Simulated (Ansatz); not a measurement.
**AlAu under changes of volume**

One of the cells (16.755 Å³/atom); the others are scaled copies at fixed shape and fractional positions:

```
Au Al
1.0
     3.22394    0.00000    0.00000
     0.00000    3.22394    0.00000
     0.00000    0.00000    3.22394
Au Al
1 1
Direct
  0.50000 0.50000 0.50000
  0.00000 0.00000 0.00000
```

The cell comes from a database or a generator and needn't be the stable form of this composition.

| Property | Result |
| --- | --- |
| Program | Ansatz 0.2.0 |
| Functional | LDA |
| Potentials or basis | Ansatz PAW |
| Cutoff | 420 eV (not typed: the program's choice for these potentials) |
| k mesh | 8 × 8 × 8 |
| Occupations | fermi-dirac, width 0.05 eV |
| Spin | no spin polarisation |

```csv
volume (Å³/atom),energy over the lowest point (meV/atom),pressure (GPa)
15.749,0.00,-1.0
16.084,4.85,-3.7
16.419,?,?
16.755,30.01,-7.9
17.090,48.51,-9.5
17.425,69.87,-10.9
17.760,93.88,-12.1
```

What does the run at 16.419 Å³/atom give?

Energy over the lowest point 15.11 meV/atom; pressure -6.0 GPa.

Worked out: A Birch-Murnaghan fit of order 3 (a polynomial in V^(-2/3)) to the other rows has its minimum at 15.66 Å³/atom, just outside them, with B0 = V·E''(V) = 151 GPa and B' = 7.3. It gives 15.17 meV/atom at 16.419 Å³/atom, against the run's 15.11, and -dE/dV = -6.1 GPa, against -6.0.

Energies are extrapolated to zero smearing.

Caveats: the PAW data sets come from PBE, with cores solved anew for the run's functional, which leaves a small shift of forces and pressure.
